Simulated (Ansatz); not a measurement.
Crystal: SnO.

```xyz
4
Lattice="3.8137 0.0000 0.0000 0.0000 3.8137 0.0000 0.0000 0.0000 4.8869" Properties=species:S:1:pos:R:3 pbc="T T T"
Sn    1.9068    0.0000    3.7367
Sn    0.0000    1.9068    1.1503
O     0.0000    0.0000    0.0000
O     1.9068    1.9068    0.0000
```

The cell is a database's computed one.

| Property | Result |
| --- | --- |
| Program | Ansatz 0.2.0 |
| Task | relaxation of cell and atoms |
| Functional | HSEsol |
| Potentials or basis | Ansatz PAW |
| Cutoff | 420 eV (not typed: the program's choice for these potentials) |
| k mesh | 4 × 4 × 3 |
| Occupations | fermi-dirac, width 0.05 eV |
| Spin | no spin polarisation |

At the start: volume 17.77 Å³/atom.

Question: How do energy, volume and symmetry change on relaxing?

Answer: It ends after 9 steps and the volume is 16.91 Å³/atom (-4.8 %); space group P4/nmm (No. 129, to 0.05 Å).

Step by step:
| step | energy change (eV) | largest force (eV/Å) | volume (Å³) |
| --- | --- | --- | --- |
| 1 | 0.0000 | 0.4614 | 71.08 |
| 2 | -0.0353 | 0.1029 | 68.33 |
| 3 | -0.0366 | 0.0693 | 67.87 |
| 4 | -0.0365 | 0.0056 | 68.11 |
| 5 | -0.0301 | 0.0040 | 68.11 |
| 6 | -0.0313 | 0.0015 | 67.74 |
| 7 | -0.0304 | 0.0013 | 67.74 |
| 8 | -0.0306 | 0.0011 | 67.63 |
| 9 | -0.0304 | 0.0010 | 67.63 |

Final structure:
```
Sn O
1.0
     3.76203    0.00000    0.00000
     0.00000    3.76203    0.00000
     0.00000    0.00000    4.77876
Sn O
2 2
Direct
  0.50000 0.00000 0.76129
  0.00000 0.50000 0.23871
  0.00000 0.00000 0.00000
  0.50000 0.50000 0.00000
```

Caveat: the k mesh is coarse (spacing up to 0.43 Å⁻¹), so the values aren't converged, least of all with exact exchange; the plane-wave basis is chosen anew once the cell has moved, so the energies of steps on either side of that aren't comparable; the pressure holds a Pulay correction of +0.4 GPa for the finite cutoff; the PAW data sets come from PBE, with cores solved anew for the run's functional, which leaves a small shift of forces and pressure.
